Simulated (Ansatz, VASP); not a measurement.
## Two plane-wave programs on BaTiO3

```
Ba Ti O
1.0
     3.99980    0.00000    0.00000
     0.00000    3.99980    0.00000
     0.00000    0.00000    4.01800
Ba Ti O
1 1 3
Cartesian
  0.0000 0.0000 0.0000
  1.9999 1.9999 1.9688
  1.9999 1.9999 0.0763
  1.9999 0.0000 2.0773
  0.0000 1.9999 2.0773
```

Alike in both runs: task single point; functional PBE; k mesh 6 × 6 × 6; no spin polarisation; Hubbard terms Ti d U = 4.0 eV.

|  | VASP | Ansatz |
| --- | --- | --- |
| version | VASP 6.6.1 | Ansatz 0.2.0 |
| potentials or method | VASP PAW PBE potentials, release 64 (Ba_sv, Ti_sv, O) | plane waves, PAW |
| plane-wave cutoff (eV) | 520 | 422 |
| occupations | methfessel-paxton of order 1, width 0.05 eV | cold, width 0.05 eV |
| valence electrons in the cell | 40 | 40 |

Ansatz gave:

```
gap on the k mesh at the Fermi level (eV) : 2.30
```

What did VASP give for the same quantities?

gap on the k mesh at the Fermi level (eV): 2.25.

The programs project onto different local orbitals, so the same U acts differently.

Caveats: spin-orbit coupling is left out, which moves the levels of the heavy elements. A k mesh can miss the band edges.
